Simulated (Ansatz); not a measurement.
Crystal: Bi.

```xyz
2
Lattice="2.2675 1.3091 3.9380 -2.2675 1.3091 3.9380 0.0000 -2.6183 3.9380" Properties=species:S:1:pos:R:3 pbc="T T T"
Bi    0.0000    0.0000    9.0495
Bi    0.0000    0.0000    2.7645
```

| Item | Value |
| --- | --- |
| Program | Ansatz 0.2.0 |
| Task | relaxation of cell and atoms |
| Functional | PBEsol |
| Potentials or basis | all-electron LAPW, scalar-relativistic |
| Basis error allowed | 0.001 eV/atom |
| k mesh | 7 × 7 × 7 |
| Occupations | fermi-dirac, width 0.05 eV |
| Spin | no spin polarisation |

At the start: volume 35.07 Å³/atom.

Where does the relaxation end?

Over 5 steps the energy falls by 3.2 meV/atom and the volume is 34.33 Å³/atom (-2.1 %); space group R-3m (No. 166, to 0.05 Å).

Step by step:
```
step  energy change (eV)  largest force (eV/Å)  volume (Å³)
   1              0.0000                0.1308        70.14
   2             -0.0046                0.0034        69.19
   3             -0.0059                0.0119        68.64
   4             -0.0063                0.0075        68.67
   5             -0.0063                0.0075        68.67
```

Final structure:
```
Bi
1.0
     2.26816    1.30953    3.85315
    -2.26816    1.30953    3.85315
     0.00000   -2.61905    3.85315
Bi
2
Direct
  0.76316 0.76316 0.76316
  0.23684 0.23684 0.23684
```
